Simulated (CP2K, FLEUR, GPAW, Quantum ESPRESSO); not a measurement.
# In: programs and potentials compared

```
CELL_PARAMETERS angstrom
3.33548 0.00000 0.00000
-1.66774 2.88861 0.00000
0.00000 0.00000 23.26371
ATOMIC_POSITIONS crystal
In 0.66667 0.33333 0.32239
In 0.33333 0.66667 0.44080
In 0.66667 0.33333 0.55920
In 0.33333 0.66667 0.67761
```

Alike in all runs: functional PBE; k mesh 9 × 9 × 1; occupations fermi-dirac, width 0.05 eV; no spin polarisation; no spin-orbit coupling.

```csv
program and potentials,plane-wave cutoff (eV),notes,largest force (eV/Å)
"GPAW, GPAW PAW data sets (gpaw-data 1.2.1)",450,-,0.098
"Quantum ESPRESSO, PseudoDojo 0.4.1 SR PBE standard",952,-,?
"CP2K, POTENTIAL_UZH In GTH-PBE-q13; TZVP-MOLOPT-PBE-GTH basis",-,atomic basis,0.120
"FLEUR, all-electron, FLAPW",-,-,0.108
```

Problem. Estimate from the other rows what the run with Quantum ESPRESSO, PseudoDojo 0.4.1 SR PBE standard gave.

Solution. Largest force 0.111 eV/Å. The other rows, which needn't bracket it: largest force 0.098 to 0.120.
